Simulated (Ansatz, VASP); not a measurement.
## CoO: VASP beside Ansatz

```
Co O
1.0
     0.00000    2.13150    2.13150
     2.13150    0.00000    2.13150
     2.13150    2.13150    0.00000
Co O
1 1
Direct
  0.00000 0.00000 0.00000
  0.50000 0.50000 0.50000
```

Alike in both runs: task single point; functional PBE; k mesh 11 × 11 × 11; occupations gaussian, width 0.05 eV; collinear spin, ferromagnetic start.

|  | VASP | Ansatz |
| --- | --- | --- |
| version | VASP 6.6.1 | Ansatz 0.2.0 |
| potentials or method | VASP PAW PBE potentials, release 64 (Co, O) | Ansatz PAW |
| plane-wave cutoff (eV) | 500 | 420 |
| valence electrons in the cell | 15 | 23 |

Ansatz gave:

| Quantity | Value |
| --- | --- |
| gap on the k mesh at the Fermi level (eV) | none |
| pressure (GPa) | -1.7 |
| net moment per atom (μB) | 1.48 |
| size of the moment on the site where the two differ most (μB) | 2.52 |

Task: Which values does VASP return?

Result: gap on the k mesh at the Fermi level (eV): none; pressure (GPa): -2.6; net moment per atom (μB): 1.46; size of the moment on the site where the two differ most (μB): 2.57.

Site moments also hang on the region over which each program counts them. A gap of «none» marks a metal or a gap that the smearing closes. With one functional, cell and mesh, what is left measures potentials, basis and numerics. The two sets of potentials don't hold the same shells in valence.

Caveats: a cell with one magnetic atom can't hold antiferromagnetic order, which such compounds often take; semilocal functionals often make such compounds metallic where correlation or magnetic order opens a gap, which also shifts bond lengths; the pressure holds a Pulay correction of +0.7 GPa for the finite cutoff (Ansatz). With open d or f shells a metallic result of PBE can be an artefact of self-interaction; +U or a hybrid may open a gap.
